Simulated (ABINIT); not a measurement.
**CdS (Greenockite): G0W0 with ABINIT, start to end**

Wanted: ground state, empty states, screening and self-energy for CdS (Greenockite).

Method: PBE and many-body steps on it, plane waves, in ABINIT 10.8.3.

**What was measured.**

- Gap 2.44 eV: direct optical gap from Tauc plot of (alpha h nu)^2; UV-Vis diffuse reflectance, Tauc plot; powder (hydrothermally grown snowflake-like CdS powder, without cocatalyst) (“Electric double layer-mediated polarization field for optimizing photogenerated carrier dynamics and thermodynamics”, 2023, pmc:10275871).

- Gap 2.5963 ± 0.0002 eV: B gap, Gamma7c-Gamma7v, natural isotopic composition; exciton reflectance; bulk crystal (natural CdS) (quoted in “Isotope dependence of band-gap energy”, 2008, arxiv:0807.2152).

- Gap 2.5809 ± 0.0002 eV: A gap, Gamma7c-Gamma9v, natural isotopic composition; exciton reflectance; bulk crystal (natural CdS) (quoted in “Isotope dependence of band-gap energy”, 2008, arxiv:0807.2152).

### Step 1. The structure

It takes space group P6_3mc (No. 186, hexagonal). Conventional cell: a = 4.137 Å, b = 4.137 Å, c = 6.714 Å, α = 90.00°, β = 90.00°, γ = 120.00°. Nearest to Cd lie 4 S at 2.52 to 2.53 Å. Nearest to S lie 4 Cd at 2.52 to 2.53 Å. Farther neighbours and most contacts between anions are not listed.

The cell and positions come from the Crystallography Open Database and are kept as given unless a step says otherwise.

### Step 2. Ground state

This step: ABINIT 10.8.3; DFT, PBE, plane waves, norm-conserving pseudopotentials.

The ground-state density comes first.

Input file run.abi:

```
acell 3*1.0 Angstrom
rprim 
  4.137000000025 -0.000000000006 0.000000000000
  -2.068500000008 3.582747095481 0.000000000000
  0.000000000000 0.000000000000 6.714400000000
ntypat 2
znucl 48 16
natom 4
typat 1 1 2 2
xred 
  0.666666666667 0.333333333333 0.000000000000
  0.333333333333 0.666666666667 0.500000000000
  0.666666666667 0.333333333333 0.375000000000
  0.333333333333 0.666666666667 0.875000000000
pp_dirpath "pseudos"
pseudos "Cd.upf, S.upf"
ecut 47
ngkpt 3 3 4
nshiftk 1
shiftk 0 0 0
kptopt 1
chksymbreak 0
nband 32
occopt 1
tolvrs 1e-08
nstep 60
prtwf 0
optforces 0
optstress 0
indata_prefix "in"
outdata_prefix "out"
tmpdata_prefix "tmp"
```

Command:

```sh
$ OMP_NUM_THREADS=1 mpirun -n 4 abinit run.abi > log
```

Numbers of over 12 decimals in the logs are rounded to 6 here.

The program printed:

```text
.Version 10.8.3 of ABINIT. v10.8.2 released Aug 2026.

 Symmetries : space group P6_3 m c (#186); Bravais hP (primitive hexag.)
================================================================================
 Values of the parameters that define the memory need of the present run
     intxc =       0    ionmov =       0      iscf =       7    lmnmax =       6
     lnmax =       6     mgfft =      80  mpssoang =       3    mqgrid =    3916
     natom =       4  nloc_mem =       1    nspden =       1   nspinor =       1
    nsppol =       1      nsym =      12    n1xccc =    2501    ntypat =       2
    occopt =       1   xclevel =       2
-    mband =          32        mffmem =           1         mkmem =           3
       mpw =       10374          nfft =      200000          nkpt =           9
================================================================================
  Rough estimation (10% accuracy) of disk space for files :
================================================================================

--------------------------------------------------------------------------------
------------- Echo of variables that govern the present computation ------------
--------------------------------------------------------------------------------
 -outvars: echo values of preprocessed input variables --------
            acell      1.8897261259E+00  1.8897261259E+00  1.8897261259E+00 Bohr

      chksymbreak           0
             ecut      4.70000000E+01 Hartree
-          fftalg         312

              ixc     -101130
              kpt      0.00000000E+00  0.00000000E+00  0.00000000E+00
                       3.33333333E-01  0.00000000E+00  0.00000000E+00
                       3.33333333E-01  3.33333333E-01  0.00000000E+00
                       0.00000000E+00  0.00000000E+00  2.50000000E-01
                       3.33333333E-01  0.00000000E+00  2.50000000E-01
                       3.33333333E-01  3.33333333E-01  2.50000000E-01
                       0.00000000E+00  0.00000000E+00  5.00000000E-01
                       3.33333333E-01  0.00000000E+00  5.00000000E-01
                       3.33333333E-01  3.33333333E-01  5.00000000E-01
         kptrlatt        3    0    0      0    3    0      0    0    4
          kptrlen      2.34533909E+01
P           mkmem           3
            natom           4
            nband          32
            ngfft          50      50      80
             nkpt           9
            nstep          60
             nsym          12
           ntypat           2
              occ      2.000000  2.000000  2.000000  2.000000  2.000000  2.000000
                       2.000000  2.000000  2.000000  2.000000  2.000000  2.000000
                       2.000000  2.000000  2.000000  2.000000  2.000000  2.000000
                       2.000000  2.000000  2.000000  2.000000  2.000000  2.000000
                       2.000000  2.000000  0.000000  0.000000  0.000000  0.000000
                       0.000000  0.000000
        optforces           0
        optstress           0
            prtwf           0
            rprim      4.1370000000E+00 -6.0000000000E-12  0.0000000000E+00
                      -2.0685000000E+00  3.5827470955E+00  0.0000000000E+00
                       0.0000000000E+00  0.0000000000E+00  6.7144000000E+00
          spgroup         186

           tolvrs      1.00000000E-08

             xred      6.6666666667E-01  3.3333333333E-01  0.0000000000E+00
[...]
znucl       48.00000   16.00000

================================================================================

 chkinp: Checking input parameters for consistency.

================================================================================
== DATASET  1 ==================================================================
-   mpi_nproc: 4, omp_nthreads: 1 (-1 if OMP is not activated)

--- !DatasetInfo
iteration_state: {dtset: 1, }
dimensions: {natom: 4, nkpt: 9, mband: 32, nsppol: 1, nspinor: 1, nspden: 1, mpw: 10374, }
cutoff_energies: {ecut:  47.0, pawecutdg:  -1.0, }
electrons: {nelect:   5.20000000E+01, charge:   0.00000000E+00, occopt:   1.00000000E+00, tsmear:   1.00000000E-02, }

 Real(R)+Recip(G) space primitive vectors, cartesian coordinates (Bohr,Bohr^-1):
 R(1)=  7.8177970  0.0000000  0.0000000  G(1)=  0.1279133  0.0738508  0.0000000
 R(2)= -3.9088985  6.7704108  0.0000000  G(2)=  0.0000000  0.1477015  0.0000000
 R(3)=  0.0000000  0.0000000 12.6883771  G(3)=  0.0000000  0.0000000  0.0788123
 Unit cell volume ucvol=  6.7159196E+02 bohr^3
 Angles (23,13,12)=  9.00000000E+01  9.00000000E+01  1.20000000E+02 degrees

 getcut: wavevector=  0.0000  0.0000  0.0000  ngfft=  50  50  80
         ecut(hartree)=     47.000   => boxcut(ratio)=   2.04301

--- Pseudopotential description ------------------------------------------------
- Cd Generated using ONCVPSP code by D. R. Hamann
- 48.00000  20.00000  171031                  znucl, zion, pspdat
12 -101130 2 -1 1368                          pspcod,pspxc,lmax,lloc,mmax
     nproj     2     2     2
  pspatm : epsatm=   23.16453630
         --- l  ekb(1:nproj) -->
[...]
pspatm: atomic psp has been read  and splines computed

- S Generated using ONCVPSP code by D. R. Hamann
- 16.00000   6.00000  171031                  znucl, zion, pspdat
12 -101130 2 -1 1146                          pspcod,pspxc,lmax,lloc,mmax
     nproj     2     2     2
  pspatm : epsatm=    9.01821529
         --- l  ekb(1:nproj) -->
[...]
pspatm: atomic psp has been read  and splines computed

   3.34700617E+03                                ecore*ucvol(ha*bohr**3)
--------------------------------------------------------------------------------

_setup2: Arith. and geom. avg. npw (full set) are   10335.861   10335.834

================================================================================

--- !BeginCycle
iteration_state: {dtset: 1, }
solver: {iscf: 7, nstep: 60, nline: 4, wfoptalg: 0, }
tolerances: {tolvrs: 1.00E-08, }

     iter   Etot(hartree)      deltaE(h)  residm     vres2
 ETOT  1  -367.19799258597    -3.672E+02 1.953E+00 1.409E+04
 ETOT  2  -369.80851661036    -2.611E+00 6.762E-02 2.293E+04
 ETOT  3  -372.46323085201    -2.655E+00 1.941E-02 3.045E+03
 ETOT  4  -372.70050882150    -2.373E-01 3.199E-02 1.102E+03
 ETOT  5  -372.81012524264    -1.096E-01 4.070E-02 1.635E+02
 ETOT  6  -372.82991111300    -1.979E-02 6.591E-03 4.015E-01
 ETOT  7  -372.82960327128     3.078E-04 1.171E-03 3.381E+00
 ETOT  8  -372.83003215256    -4.289E-04 1.643E-03 4.482E-02
 ETOT  9  -372.83003457667    -2.424E-06 4.348E-04 2.807E-02
 ETOT 10  -372.83003832962    -3.753E-06 3.601E-04 3.297E-05
 ETOT 11  -372.83003833813    -8.503E-09 1.437E-04 5.941E-07
 ETOT 12  -372.83003833825    -1.235E-10 9.242E-05 4.755E-08
 ETOT 13  -372.83003833825     2.444E-12 5.838E-05 3.505E-09

 At SCF step   13       vres2   =  3.51E-09 < tolvrs=  1.00E-08 =>converged.

--- !ResultsGS
iteration_state: {dtset: 1, }
comment   : Summary of ground state results
lattice_vectors:
- [  7.8177970,  -0.0000000,   0.0000000, ]
- [ -3.9088985,   6.7704108,   0.0000000, ]
- [  0.0000000,   0.0000000,  12.6883771, ]
lattice_lengths: [   7.81780,    7.81780,   12.68838, ]
lattice_angles: [ 90.000,  90.000, 120.000, ] # degrees, (23, 13, 12)
lattice_volume:   6.7159196E+02
convergence: {deltae:  2.444E-12, res2:  3.505E-09, residm:  5.838E-05, diffor:  0.000E+00, }
etotal    :  -3.72830038E+02
entropy   :   0.00000000E+00
fermie    :   1.60565230E-01
cartesian_stress_tensor: null
pressure_GPa: null
xred      :
- [  6.6667E-01,   3.3333E-01,   0.0000E+00, Cd]
- [  3.3333E-01,   6.6667E-01,   5.0000E-01, Cd]
- [  6.6667E-01,   3.3333E-01,   3.7500E-01,  S]
- [  3.3333E-01,   6.6667E-01,   8.7500E-01,  S]
cartesian_forces: null
force_length_stats: {min: null, max: null, mean: null, }

 Integrated electronic density in atomic spheres:
 ------------------------------------------------
 Atom  Sphere_radius  Integrated_density
[...]
4        2.00000          3.92166339
================================================================================

 ----iterations are completed or convergence reached----

 Mean square residual over all n,k,spin=   63.677E-08; max=  58.384E-06
 reduced coordinates (array xred) for    4 atoms
       0.666666666667      0.333333333333      0.000000000000
       0.333333333333      0.666666666667      0.500000000000
       0.666666666667      0.333333333333      0.375000000000
       0.333333333333      0.666666666667      0.875000000000
 rms dE/dt=  0.0000E+00; max dE/dt=  0.0000E+00; dE/dt below (all hartree)
    1       0.000000000000      0.000000000000      0.000000000000
    2       0.000000000000      0.000000000000      0.000000000000
    3       0.000000000000      0.000000000000      0.000000000000
    4       0.000000000000      0.000000000000      0.000000000000

 cartesian coordinates (angstrom) at end:
    1      2.068500     1.194249     0.000000
    2      3e-12     2.388498     3.357200
    3      2.068500     1.194249     2.517900
    4      3e-12     2.388498     5.875100
 length scales=  1.889726125908  1.889726125908  1.889726125908 bohr
              =  1.000000000000  1.000000000000  1.000000000000 angstroms
 prteigrs : about to open file out_EIG
 Fermi (or HOMO) energy (hartree) =   0.16057   Average Vxc (hartree)=  -0.34259
 Eigenvalues (hartree) for nkpt=   9  k points:
 kpt#   1, nband= 32, wtk=  0.02778, kpt=  0.0000  0.0000  0.0000 (reduced coord)
  -3.56532   -3.56532   -2.13456   -2.13454   -2.13443   -2.13443   -2.13443   -2.13443
  -0.29322   -0.27715   -0.12388   -0.12293   -0.12293   -0.11972   -0.11972   -0.10812
  -0.10812   -0.10475   -0.10475   -0.09209   -0.00119    0.13221    0.13221    0.15866
   0.16057    0.16057    0.20460    0.26256    0.39705    0.39705    0.40922    0.43793
 prteigrs : prtvol=0 or 1, do not print more k-points.

--- !EnergyTerms
iteration_state     : {dtset: 1, }
comment             : Components of total free energy in Hartree
kinetic             :  1.30825456378430E+02
hartree             :  1.30688402895779E+02
xc                  : -5.48549440985495E+01
Ewald energy        : -1.98435159911346E+02
psp_core            :  4.98369007657193E+00
local_psp           : -3.97528008351087E+02
non_local_psp       :  1.14905246719556E+01
total_energy        : -3.72830038338246E+02
total_energy_eV     : -1.01452221773259E+04
band_energy         : -4.21538920733612E+01

== END DATASET(S) ==============================================================
================================================================================

 -outvars: echo values of variables after computation  --------
           etotal     -3.7283003834E+02
            nband          32
             nkpt           9
          spgroup         186
 [... the other variables as echoed above ...]

 Calculation completed.
```

It took 51 s on 4 MPI ranks of Intel Xeon Platinum 8488C (Sapphire Rapids), shared host; peak memory 0.56 GiB; 3.4 min of CPU time.

Numbers from this step:

```
total energy               : -10145.2222 eV
gap                        : 1.198 eV
k of the valence top       : 0, 0, 0
k of the conduction bottom : 0, 0, 0
least direct gap           : 1.198 eV
```

The gap is direct, at Γ.

(Continued in part 2 of 3.)

[Paths, hosts, dates, memory and timing lines, banners, echoed tables and standing remarks are left out of the program output.]

[Logs are printed without paths, hosts, clocks, repeated set-up lines and the standing remarks that a program may print on its own settings, such as how far it seeks lower states.]

[Runs of the session that timed out or met a known fault of the program may be left out.]

[Hosts, paths, dates, database ids (printed as entryN), source tags and the programs' standing remarks are cut or masked in the printed files.]

[G0W0 gaps are taken among the corrected bands and points alone; a level outside them can change the order at an edge.]

[Where Ansatz stands beside ABINIT at settings called matched, ABINIT's density can come from a denser mesh and the files from another edition; pairs whose starting gaps differed by over 0.03 eV were left out, so agreement reads better than it is.]
